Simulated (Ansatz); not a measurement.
A run of Ansatz 0.2.0 is set up as follows.

File input.yaml:

```yaml
crystal:
  lattice:
    - [3.2274645616, 0.0, 0.0]
    - [-1.6137322808, 2.7950663001, 0.0]
    - [0.0, 0.0, 6.31247342]
  atoms:
    - { symbol: Mo, position: [0.0, 0.0, 0.5] }
    - { symbol: S, position: [0.6666666667, 0.3333333333, 0.74468068] }
    - { symbol: S, position: [0.3333333333, 0.6666666667, 0.25531932] }
hamiltonian:
  xc: pbe
  pseudopotentials: { kind: paw }
  dispersion: d3bjatm
kpoints:
  mp_grid: { grid: [9, 9, 4] }
scf:
  occupations: { method: fermi_dirac, width: 0.05 }
output:
  forces: true
  stress: true
  eigenvalues: true
relax:
  f_tol: 0.01
  max_steps: 40
  cell: { stress_tol: 0.05 }
```

Potentials or basis: Ansatz PAW.

Launch:

```console
$ ansatz run input.yaml --threads 2 --pin off --max-ram 5632MiB --backend cpu --events-out ev --progress --plain --runs-dir out
```

(1) What does it give for the relaxed cell?

(2) What does it give for the relaxed volume?

## Answers

(1) a = 3.177 Å, b = 3.177 Å, c = 5.880 Å, α = 90.00°, β = 90.00°, γ = 120.00°.

(2) 17.14 Å³/atom.
